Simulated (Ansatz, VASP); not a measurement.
**Pt in VASP and in Ansatz**

```
CELL_PARAMETERS angstrom
-1.58422 1.58422 1.58422
1.58422 -1.58422 1.58422
1.58422 1.58422 -1.58422
ATOMIC_POSITIONS crystal
Pt 0.00000 0.00000 0.00000
```

Alike in both runs: task single point; functional PBE; k mesh 12 × 12 × 12; occupations fermi-dirac, width 0.05 eV; no spin polarisation.

|  | VASP | Ansatz |
| --- | --- | --- |
| version | VASP 6.6.1 | Ansatz 0.2.0 |
| potentials or method | VASP PAW PBE potentials, release 64 (Pt), cutoff 520 eV | all-electron LAPW, scalar-relativistic |

Ansatz gave:

* gap on the k mesh at the Fermi level (eV): none
* pressure (GPa): -1.4

What did VASP give for the same quantities?

gap on the k mesh at the Fermi level (eV): none; pressure (GPa): -1.8.

A gap of «none» marks a metal or a gap that the smearing closes. Ansatz ran all-electron here, so the differences hold the error of VASP's frozen core and of both bases.

Spin-orbit coupling is left out, which matters for the levels of Pt.
